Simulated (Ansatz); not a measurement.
SnS2/SnS2/SnS2 (1T multilayer), computed twice by G0W0.

The cell holds 9 atoms: 3 Sn and 6 S. Cell: a = 3.669 Å, b = 3.669 Å, c = 52.400 Å, α = 90.0°, β = 90.0°, γ = 120.0°. Regions: layer 1 (SnS2), 3 atoms (1 Sn and 2 S); layer 2 (SnS2), 3 atoms (1 Sn and 2 S); layer 3 (SnS2), 3 atoms (1 Sn and 2 S). Vacuum lies along c.

```xyz
9
Lattice="3.6694 0.0000 0.0000 -1.8347 3.1778 0.0000 0.0000 0.0000 52.4000" Properties=species:S:1:pos:R:3
Sn    0.0000    0.0000   20.3813
S     0.0000    2.1185   21.8602
S     1.8347    1.0593   18.9000
Sn    0.0000    0.0000   26.2000
S     0.0000    2.1185   27.6780
S     1.8347    1.0593   24.7220
Sn    0.0000    0.0000   32.0187
S     0.0000    2.1185   33.5000
S     1.8347    1.0593   30.5398
```

The structure was relaxed with PBE-D3(BJ). The runs that relaxed it are not among those shown.

The first (Ansatz 0.2.0; start PBE, 6×6×1 mesh, 812 empty bands, screening to 70 eV, PAW set soft_1 files; 1 × NVIDIA H100 80GB HBM3 (shared by 6 runs) with 3 threads of AMD EPYC 7R13 (Zen 3), shared host) gave, on its mesh: starting gap 1.53 eV, G0W0 gap 2.43 eV, mean of 1 + 4πα/V (set by the cell height) 2.79, 70 s.

The second gave: starting gap 1.53 eV, G0W0 gap 2.44 eV, mean of 1 + 4πα/V (set by the cell height) 2.82, 30 s.

Q: What was changed in the input? Choose among start, files, mesh, bands and cutoff, frequency model or another key.

Changed: empty bands from 812 to 325 and screening cutoff (eV) from 70.0 to 38. The starting gap stayed, which rules out the functional and points to the GW step. Other changes could give like numbers; this is the one that was made.

Limits: not at the basis limit; coarse mesh for a sheet; no spin-orbit coupling.

[Paths, hosts, dates, memory and timing lines, banners, echoed tables and standing remarks are left out of the program output.]

[Logs are printed without paths, hosts, clocks, repeated set-up lines and the standing remarks that a program may print on its own settings, such as how far it seeks lower states.]

[Runs of the session that timed out or met a known fault of the program may be left out.]

[Cells called generated may have been cut or substituted from an entry of the Crystallography Open Database or the Materials Project.]

[Hosts, paths, dates, database ids (printed as entryN), source tags and the programs' standing remarks are cut or masked in the printed files.]
